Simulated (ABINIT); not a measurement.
Here is an ABINIT 10.8.3 (patched build) calculation.

Contents of run.abi:

```
pp_dirpath "./"
pseudos "V.GGA_PBE-JTH.xml"

acell 3*1.0
rprim
    -2.8617067568     2.8617067568     2.8617067568
     2.8617067568    -2.8617067568     2.8617067568
     2.8617067568     2.8617067568    -2.8617067568
ntypat 1
znucl 23
natom 1
typat 1
xred
     0.0000000000     0.0000000000     0.0000000000

ecut 15.0
pawecutdg 30.0
pawxcdev 0

kptopt 1
ngkpt 12 12 12
nshiftk 1
shiftk 0.0 0.0 0.0

ixc 11

nband 11
occopt 3
tsmear 0.05 eV

nsppol 2
spinat
     0.0000000000     0.0000000000     5.0000000000

nstep 100
tolvrs 1.0e-9

iomode 3
prtwf 0
prteig 0
prtebands 0
prtden 1
prtvha 1
prtvclmb 1
prtpot 1
```

Potentials or basis: JTH PAW PBE v2.0.

Run with:

```bash
$ abinit run.abi > log 2>&1
```

Q: Predict the band gap on the k mesh.

A: None (metal or under the smearing width).

Q: Estimate the pressure.

A: -4.9 GPa.
